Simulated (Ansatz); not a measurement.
# YN: single point with Ansatz

System: YN (rock salt type), 2 atoms in the cell.

Ansatz input (lattice in Å, positions in fractions of it)
```yaml
crystal:
  lattice:
    - [0, 2.46, 2.46]
    - [2.46, 0, 2.46]
    - [2.46, 2.46, 0]
  atoms:
    - { symbol: "Y", position: [0, 0, 0] }
    - { symbol: "N", position: [0.5, 0.5, 0.5] }
kpoints:
  mp_grid: { grid: [6, 6, 6] }
hamiltonian:
  xc: r2scan
  pseudopotentials: { kind: paw, source: ansatz }
scf:
  occupations: { method: fermi_dirac, width: 0.02 }
  convergence: { dr2_threshold: "1e-10 eV" }
  max_iter: 300
output:
  forces: true
  stress: true
  eigenvalues: true
```

Computed with r²SCAN, plane waves, PAW datasets (earlier set, tuned by hand) in Ansatz 0.2.0 development build.

Results

```yaml
Plane-wave_cutoff_used: 870 eV
Pressure: -2.32 GPa
Valence_electrons: 16
Irreducible_k-points: 16
CPU_time: of the order of 4 core-seconds on a shared host
```

Stress tensor in GPa, compression positive:
```
-2.32  0.00  0.00
 0.00 -2.32  0.00
 0.00  0.00 -2.32
```

The stress includes the program's correction for the finite plane-wave basis.
